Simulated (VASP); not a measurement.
# Cu in VASP: work function with PBE

Aim: the work function of Cu with PBE.

Program: VASP 6.6.1. These are calculated values, not measurements. Logs are shortened: lines on timing, memory, paths and dates and some standing lists are left out, and cuts for length are marked.

### Step 1. The cell of the first run

The cell holds a slab with vacuum, 6 atoms: a = 2.556 Å, b = 2.556 Å, c = 25.436 Å, α = 90.00°, β = 90.00°, γ = 120.00°.

The slab is cut from a database's or a generator's crystal, which needn't be the stable form of the element.

### Step 2. Work function, PBE (the (1 1 1) slab of Cu, cut from the database cell, not relaxed)

INCAR reads:

```
PREC = Accurate ; ENCUT = 520
EDIFF = 1E-6 ; ISMEAR = 0
SIGMA = 0.05 ; LREAL = False
LASPH = True ; NELM = 100
ALGO = Fast ; ISIF = 2
LWAVE = False ; LCHARG = True
LDIPOL = True ; IDIPOL = 3
DIPOL = 0.5 0.5 0.500 ; GGA = PE
LELF = True ; LVHAR = True
LVACPOTAV = True
```

KPOINTS reads:

```
Automatic mesh
0
Gamma
  12 12 1
```

POSCAR reads:

```
Cu
1.0
    2.5561910140      0.0000000000      0.0000000000
   -1.2780955070      2.2137263550      0.0000000000
    0.0000000000      0.0000000000     25.4356061156
Cu
6
Direct
    0.6666666667      0.3333333333      0.2948622481
    0.3333333333      0.6666666667      0.3769173488
    0.0000000000      0.0000000000      0.4589724496
    0.6666666667      0.3333333333      0.5410275504
    0.3333333333      0.6666666667      0.6230826512
    0.0000000000      0.0000000000      0.7051377519
```

Potentials or basis: VASP PAW PBE potentials, release 64 (Cu).

Run with:

```console
> cat potpaw_PBE.64/Cu/POTCAR > POTCAR
> mpirun -np 1 vasp_std > vasp.out
```

OUTCAR:

```text
PREC = Accurate
   ENCUT = 520
   EDIFF = 1E-6
   ISMEAR = 0
   LREAL = False
   LASPH = True
   NELM = 100
   ISIF = 2
   GGA = PE

 ion  position               nearest neighbor table
   1  0.667  0.333  0.295-   2 2.56   2 2.56   2 2.56
   2  0.333  0.667  0.377-   1 2.56   1 2.56   1 2.56   3 2.56   3 2.56   3 2.56
   3  0.000  0.000  0.459-   2 2.56   4 2.56   2 2.56   4 2.56   2 2.56   4 2.56
   4  0.667  0.333  0.541-   5 2.56   5 2.56   3 2.56   3 2.56   3 2.56   5 2.56
   5  0.333  0.667  0.623-   6 2.56   6 2.56   6 2.56   4 2.56   4 2.56   4 2.56
   6  0.000  0.000  0.705-   5 2.56   5 2.56   5 2.56

  LATTYP: Found a hexagonal cell.
 ALAT       =     2.5561910140
 C/A-ratio  =     9.9505889725

  Lattice vectors:

 A1 = (   2.5561910140,   0.0000000000,   0.0000000000)
 A2 = (  -1.2780955070,   2.2137263550,   0.0000000000)
 A3 = (   0.0000000000,   0.0000000000,  25.4356061156)

Analysis of symmetry for initial positions (statically):
=====================================================================
 Subroutine PRICEL returns:
 Original cell was already a primitive cell.

 Routine SETGRP: Setting up the symmetry group for a
 hexagonal supercell.

 Subroutine GETGRP returns: Found 12 space group operations
 (whereof  6 operations were pure point group operations)
 out of a pool of 24 trial point group operations.

The static configuration has the point symmetry C_3v.
 The point group associated with its full space group is D_3d.

Analysis of symmetry for dynamics (positions and initial velocities):
=====================================================================
 Subroutine PRICEL returns:
 Original cell was already a primitive cell.

 Routine SETGRP: Setting up the symmetry group for a
 hexagonal supercell.

 Subroutine GETGRP returns: Found 12 space group operations
 (whereof  6 operations were pure point group operations)
 out of a pool of 24 trial point group operations.

The dynamic configuration has the point symmetry C_3v.
 The point group associated with its full space group is D_3d.

 Subroutine INISYM returns: Found 12 space group operations
 (whereof  6 operations are pure point group operations),
 and found     1 'primitive' translations

----------------------------------------------------------------------------------------

                                     Primitive cell

  volume of cell :     143.9327

  direct lattice vectors                    reciprocal lattice vectors
[... 98 lines left out ...]
   TEBEG  =    0.0;   TEEND  =   0.0 temperature during run
   PSTRESS=    0.0 pullay stress
   NELECT =      66.0000    total number of electrons
   NUPDOWN=      -1.0000    fix difference up-down
   EMIN   =  10.00;   EMAX   =-10.00  energy-range for DOS
   EFERMI =   0.00;   METHOD = LEGACY
   ISMEAR =     0;   SIGMA  =   0.05  broadening in eV -4-tet -1-fermi 0-gaus
   EFERMI_NEDOS =   21; number of points for ismear=-14 and -15
   IALGO  =     68    algorithm
   IMIX   =      4    mixing-type and parameters
     AMIX     =   0.40;   BMIX     =  1.00
     AMIX_MAG =   1.60;   BMIX_MAG =  1.00
  volume/ion in A,a.u.               =      23.99       161.88
  Fermi-wavevector in a.u.,A,eV,Ry     =   1.262418  2.385623 21.683580  1.593698
  Thomas-Fermi vector in A             =   2.395827
   LORBIT       =      0    0 simple, 1 ext, 2 COOP (PROOUT), +10 PAW based schemes
   GGA     = PE    functional components
   LHFCALC =     F    Hartree Fock is set to
   AEXX    =    0.0000 exact exchange contribution
   IVDW    =     0    specifies the selected vdW correction
   LEPSILON=     F    determine dielectric tensor
   LRPA    =     F    only Hartree local field effects (RPA)
 non-spin polarized calculation
 RMM-DIIS sequential band-by-band and
 Gauss-broadening in eV      SIGMA  =   0.05
  energy-cutoff  :      520.00
  volume of cell :      143.93
 maximum number of plane-waves:      3899
 NGX is ok and might be reduce to    20
   NGX =  9   NGY =  9   NGZ = 95

 number of electron      66.0000005 magnetization

 dipolmoment           0.000000      0.000000      0.000002 electrons x Angstroem

 Free energy of the ion-electron system (eV)
  ---------------------------------------------------
  ext. energy  EPLUGINS =         0.00000000
  ---------------------------------------------------
  free energy    TOTEN  =       -21.42578118 eV

  energy without entropy =      -21.42079567  energy(sigma->0) =      -21.42328842

 E-fermi :   1.4748     XC(G=0):  -6.9834

 val. band max:        1.4365952889   @ k =   0.2500   0.2500   0.0000
 cond. band min:       1.5104536953   @ k =   0.2500   0.1667   0.0000
 fundamental gap:      0.0738584064
 Fermi energy:         1.4748435964

 k-point     1 :       0.0000    0.0000    0.0000
  band No.  band energies     occupation
      1      -7.7143      2.00000
      2      -7.0841      2.00000
      3      -6.0964      2.00000
      4      -4.9308      2.00000
      5      -4.0068      2.00000
      6      -3.6880      2.00000
[... 787 lines left out ...]
     38       6.6173      0.00000
     39       6.6192      0.00000

------------------------ aborting loop because EDIFF is reached ----------------------------------------

  FORCE on cell =-STRESS in cart. coord.  units (eV):
  Direction    XX          YY          ZZ          XY          YZ          ZX
  --------------------------------------------------------------------------------------
  -------------------------------------------------------------------------------------
  Total        0.1327895      0.1327895     -0.2412923     -0.0000000      0.0000000      0.0000000
  in kB        1.4781384      1.4781384     -2.6859303     -0.0000000      0.0000000      0.0000000
  external PRESSURE =       0.0901155 kB  Pullay stress =       0.0000000 kB

 VOLUME and BASIS-vectors are now :
 -----------------------------------------------------------------------------
  energy-cutoff  :      520.00
  volume of cell :      143.93
      direct lattice vectors                 reciprocal lattice vectors
     2.556191014  0.000000000  0.000000000     0.391207071  0.225863508  0.000000000
    -1.278095507  2.213726355  0.000000000     0.000000000  0.451727016  0.000000000
     0.000000000  0.000000000 25.435606116     0.000000000  0.000000000  0.039314966

 POSITION                                       TOTAL-FORCE (eV/Angst)
 -----------------------------------------------------------------------------------
      1.27810      0.73791      7.50000        -0.000000      0.000000      0.038486
     -0.00000      1.47582      9.58712         0.000000     -0.000000     -0.034638
      0.00000      0.00000     11.67424        -0.000000     -0.000000     -0.001255
      1.27810      0.73791     13.76136         0.000000     -0.000000      0.001255
     -0.00000      1.47582     15.84848        -0.000000      0.000000      0.034638
      0.00000      0.00000     17.93561         0.000000     -0.000000     -0.038486
 -----------------------------------------------------------------------------------
    total drift:                               -0.000000     -0.000000      0.000352

  FREE ENERGIE OF THE ION-ELECTRON SYSTEM (eV)
  ---------------------------------------------------
  free  energy   TOTEN  =       -21.4257811761 eV

  energy  without entropy=      -21.4207956701  energy(sigma->0) =      -21.42328842

 vacuum level on the upper side and lower side of the slab         6.083         6.083
```

OSZICAR:

```text
N       E                     dE             d eps       ncg     rms          rms(c)
DAV:   1     0.585222854083E+03    0.58522E+03   -0.29975E+04  1482   0.244E+03
DAV:   2     0.403192032523E+02   -0.54490E+03   -0.53000E+03  1482   0.452E+02
DAV:   3    -0.239719824708E+02   -0.64291E+02   -0.59825E+02  1580   0.210E+02
[... 16 lines left out ...]
RMM:  20    -0.214257584292E+02   -0.19360E-04   -0.43692E-06  1094   0.146E-02    0.125E-03
RMM:  21    -0.214257725544E+02   -0.14125E-04   -0.18285E-06   953   0.155E-02    0.219E-03
RMM:  22    -0.214257778304E+02   -0.52760E-05   -0.93984E-07   922   0.120E-02    0.650E-04
RMM:  23    -0.214257808129E+02   -0.29825E-05   -0.42720E-07   922   0.612E-03    0.844E-04
RMM:  24    -0.214257811761E+02   -0.36319E-06   -0.17356E-07   879   0.524E-03
   1 F= -.21425781E+02 E0= -.21423288E+02  d E =-.498551E-02
```

Run time: 4.8 min. Hardware: 1 thread of Intel Xeon Platinum 8375C at 2.90GHz (Ice Lake), shared host; peak memory 0.29 GiB.

What came out:

```yaml
Free_energy: -21.4258 eV
Largest_force: 0.038 eV/Å
Band_gap_on_the_k_mesh: none (metal or under the smearing width)
Work_function_of_the_upper_face: 4.61 eV
Work_function_of_the_lower_face: 4.61 eV
```

Forces on the atoms (eV/Å):
```
Cu   0.000  0.000  0.038
Cu   0.000  0.000 -0.035
Cu   0.000  0.000 -0.001
Cu   0.000  0.000  0.001
Cu   0.000  0.000  0.035
Cu   0.000  0.000 -0.038
```
